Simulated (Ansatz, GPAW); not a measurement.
# ZnSe: 3 runs at one level of theory

```xyz
2
Lattice="0.0000 2.8338 2.8338 2.8338 0.0000 2.8338 2.8338 2.8338 0.0000" Properties=species:S:1:pos:R:3 pbc="T T T"
Se    4.2507    4.2507    4.2507
Zn    0.0000    0.0000    0.0000
```

Alike in all runs: task single point; functional PBE; k mesh 8 × 8 × 8; occupations gaussian, width 0.02 eV; no spin polarisation; no spin-orbit coupling. Pressure is positive in compression and, in plane waves, holds the error of the finite cutoff, which Ansatz's Pulay term estimates and takes out.

| program and potentials | plane-wave cutoff (eV) | notes | band gap (eV) | pressure (GPa) |
| --- | --- | --- | --- | --- |
| Ansatz, Ansatz PAW | 420 | 14 valence electrons an atom on average; Pulay term of +0.05 GPa included | 1.29 | 2.10 |
| GPAW, GPAW PAW data sets (gpaw-data 1.2.1) | 600 | 9 valence electrons an atom on average | 1.30 | 2.09 |
| Ansatz, all-electron LAPW, scalar-relativistic | - | - | 1.29 | 2.12 |

The band gap spans 1.29 (Ansatz, Ansatz PAW) to 1.30 eV (GPAW, GPAW PAW data sets (gpaw-data 1.2.1)), with all-electron results at 1.29. The pressure spans 2.09 (GPAW, GPAW PAW data sets (gpaw-data 1.2.1)) to 2.12 GPa (Ansatz, all-electron LAPW, scalar-relativistic), with all-electron results at 2.12. Spin-orbit coupling, left out here, moves the band edges of heavy atoms.

Differences between rows come from potentials, basis sets and numerical settings, since the functional is the same but for its coding. Runs on potential files found faulty are left out.
